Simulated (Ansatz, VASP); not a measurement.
Given: the input of a run of VASP 6.6.1 on HgTe.

Contents of POSCAR:

```
HgTe
1.0
   -3.0456030000      3.0456030000      1.5594100000
    3.0456030000     -3.0456030000      1.5594100000
    3.0456030000      3.0456030000     -1.5594100000
Hg Te
1 1
Direct
    0.7500000000      0.2500000000      0.5000000000
    0.0000000000      0.0000000000      0.0000000000
```

The input INCAR.step1:

```
SYSTEM = HgTe
ALGO = Normal
EDIFF = 1E-5
ENCUT = 520
GGA = PE
ISIF = 2
ISMEAR = -1
LASPH = .True.
LREAL = .False.
LWAVE = .True.
NELM = 80
PREC = Accurate
SIGMA = 0.05
```

Contents of INCAR.step2:

```
SYSTEM = HgTe
AEXX = 0.25
ALGO = Normal
EDIFF = 1E-7
ENCUT = 520
GGA = PE
HFSCREEN = 0.3
ISIF = 2
ISMEAR = -1
ISTART = 1
LASPH = .True.
LCHARG = .False.
LHFCALC = .True.
LREAL = .False.
LWAVE = .False.
NELM = 80
PREC = Accurate
PRECFOCK = Fast
SIGMA = 0.05
```

KPOINTS

```
k-points
0
Gamma
  5 5 5
  0 0 0
```

Potentials or basis: VASP PAW PBE potentials, release 64 (Hg, Te).

Launch:

```console
$ cat potpaw_PBE.64/Hg/POTCAR potpaw_PBE.64/Te/POTCAR > POTCAR
$ cp INCAR.step1 INCAR
$ mpirun -np 1 vasp_std > vasp.out
$ cp INCAR.step2 INCAR
$ mpirun -np 1 vasp_std > vasp.out
```

Question: Translate it to Ansatz 0.2.0. Potentials there: Ansatz PAW.

Answer: As run (the cutoff follows the program's own potentials):

File input.yaml:

```yaml
crystal:
  lattice:
    - [-3.045603, 3.045603, 1.55941]
    - [3.045603, -3.045603, 1.55941]
    - [3.045603, 3.045603, -1.55941]
  atoms:
    - { symbol: Hg, position: [0.75, 0.25, 0.5] }
    - { symbol: Te, position: [0.0, 0.0, 0.0] }
hamiltonian:
  xc: { exchange: pbe, correlation: pbe, exx: { coeff: 0.25, omega: 0.3 } }
  pseudopotentials: { kind: paw }
kpoints:
  mp_grid: { grid: [5, 5, 5] }
scf:
  occupations: { method: fermi_dirac, width: 0.05 }
output:
  forces: true
  stress: true
  eigenvalues: true
```

Potentials or basis: Ansatz PAW.

Command:

```bash
$ ansatz run input.yaml --threads 2 --pin off --max-ram 5632MiB --backend cpu --events-out ev --progress --plain --runs-dir out
```

Both were run:

|  | VASP | Ansatz | Ansatz less VASP |
| --- | --- | --- | --- |
| gap on the k mesh at the Fermi level (eV) | none | none | - |
| pressure (GPa) | -1.3 | -1.2 | +0.11 |
| largest component of the traceless stress (GPa) | 3.36 | 3.33 | -0.033 |

A gap of «none» marks a metal or a gap that the smearing closes. With one functional, cell and mesh, what is left measures potentials, basis and numerics. The two sets of potentials don't hold the same shells in valence.

Caveats: the k mesh is coarse (spacing up to 0.45 Å⁻¹), so the values aren't converged, least of all with exact exchange; the PAW data sets were made with another functional, which shifts forces and pressure a little (VASP); the PAW data sets come from PBE, with cores solved anew for the run's functional, which leaves a small shift of forces and pressure (Ansatz); the thresholds are loose for stress (Ansatz). Spin-orbit coupling is left out, which matters for the levels of Hg, Te.
